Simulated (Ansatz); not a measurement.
# HgSe: the cost of one run

Method: DFT PBEsol, frozen-core PAW and all-electron LAPW, scalar-relativistic unless said, in Ansatz 0.2.0.

## 1. The structure to begin with

It takes space group F-43m (No. 216, cubic). Conventional cell: a = 6.078 Å, b = 6.078 Å, c = 6.078 Å, α = 90.00°, β = 90.00°, γ = 90.00°. Hg (site symmetry -43m) is surrounded by 4 Se at 2.63 Å. Se (site symmetry -43m) is surrounded by 4 Hg at 2.63 Å.

Structure file:

```cif
data_structure
_symmetry_space_group_name_H-M 'F-43m'
_symmetry_Int_Tables_number 216
_cell_length_a 6.0780
_cell_length_b 6.0780
_cell_length_c 6.0780
_cell_angle_alpha 90.000
_cell_angle_beta 90.000
_cell_angle_gamma 90.000
_cell_volume 224.53
loop_
_atom_site_label
_atom_site_type_symbol
_atom_site_symmetry_multiplicity
_atom_site_Wyckoff_symbol
_atom_site_fract_x
_atom_site_fract_y
_atom_site_fract_z
_atom_site_occupancy
Hg1 Hg 4 a 0.00000 0.00000 0.00000 1
Se1 Se 4 c 0.25000 0.25000 0.25000 1
```

Cartesian axes are those of the input's lattice vectors. The structure goes back to a database entry.

## 2. Cell and atoms relaxed, PAW

Contents of input.yaml:

```yaml
crystal:
  lattice:
    - [0.0, 3.039, 3.039]
    - [3.039, 0.0, 3.039]
    - [3.039, 3.039, 0.0]
  atoms:
    - { symbol: Hg, position: [0.0, 0.0, 0.0] }
    - { symbol: Se, position: [0.75, 0.75, 0.75] }
kpoints:
  mp_grid: { grid: [14, 14, 14] }
scf:
  occupations: { method: fermi_dirac, width: 0.1 }
hamiltonian:
  xc: pbesol
  pseudopotentials: { kind: paw }
relax:
  f_tol: 0.002
  max_steps: 80
  cell: {}
output:
  forces: true
  stress: true
```

Launch:

```
ansatz run input.yaml --threads 1 --pin off --max-ram 2048MiB --backend cpu --events-out ev --progress --plain --runs-dir out
```

Q: Estimate wall time and peak memory on 1 thread of Intel Xeon 6975P-C (Granite Rapids), shared host.

About 33 s, with a peak of 0.49 GiB.
